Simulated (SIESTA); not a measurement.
Crystal: V.

```xyz
2
Lattice="2.6043 0.0000 0.0000 -1.3021 2.2554 0.0000 0.0000 0.0000 4.7233" Properties=species:S:1:pos:R:3 pbc="T T T"
V     0.0000    1.5036    1.1808
V     1.3021    0.7518    3.5425
```

This isn't the form of V at room conditions, which is bcc.

Base run:

| Item | Value |
| --- | --- |
| Program | SIESTA 5.4.2 |
| Functional | PBEsol |
| Potentials or basis | PseudoDojo 0.4 standard (PBEsol files) |
| Basis | TZP (energy shift 0.003 Ry; two zetas on semicore shells) |
| Grid cutoff | 800 Ry |
| Energy shift | 0.003 Ry |
| k mesh | 12 × 12 × 6 |
| Occupations | fermi-dirac, width 0.05 eV |
| Spin | collinear spin, ferromagnetic start |
| Starting moments | [2.0, 2.0] μB |

Its results: band gap on the k mesh none (metal or under the smearing width); pressure -6.4 GPa; net moment 0.00 μB per cell.

The run is repeated on the same cell with these changes: basis from TZP (energy shift 0.003 Ry; two zetas on semicore shells) to DZ (energy shift 0.003 Ry; two zetas on semicore shells). What comes out?

Band gap on the k mesh none (metal or under the smearing width); pressure -10.7 GPa; net moment 0.00 μB per cell.

Caveats: the basis of atomic orbitals isn't converged, which shifts pressures, moduli and gaps; the basis has no polarisation orbitals (some runs).
